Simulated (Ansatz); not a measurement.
Input and command of a plane-wave DFT calculation in Ansatz:

```yaml
crystal:
  lattice:
    - [4.0232021272, 0.0, 0.0]
    - [-2.0116010636, 3.4841952467, 0.0]
    - [0.0, 0.0, 5.1136646672]
  atoms:
    - { symbol: Si, position: [0.3333333333, 0.6666666667, 0.75] }
    - { symbol: Si, position: [0.6666666667, 0.3333333333, 0.25] }
    - { symbol: Ni, position: [0.0, 0.0, 0.0] }
    - { symbol: Ni, position: [0.0, 0.0, 0.5] }
    - { symbol: Ni, position: [0.3333333333, 0.6666666667, 0.25] }
    - { symbol: Ni, position: [0.6666666667, 0.3333333333, 0.75] }
basis:
  ecutwfc: 420
kpoints:
  mp_grid: { grid: [12, 12, 8] }
hamiltonian:
  xc: pbesol
scf:
  occupations: { method: gaussian, width: 0.1 }
output:
  forces: true
  stress: true
  eigenvalues: true
```

```bash
ansatz run input.yaml --threads 1 --pin off --max-ram 2560MiB --backend cpu --events-out ev --progress --plain --runs-dir out
```

Processor: AMD EPYC 7R43 64-Core Processor (Zen 3), 1 thread, on a host shared with other jobs.

Question: How long does it run, and how much memory does it take?

Answer: About 14 s on 1 thread of AMD EPYC 7R43 64-Core Processor (Zen 3), with other jobs on the host, peak memory 0.55 GiB. It solves 48 bands at 95 k points (the mesh reduced by the symmetry that the task leaves, which can be less than the crystal's) with about 1409 plane waves, in 7 SCF iterations.
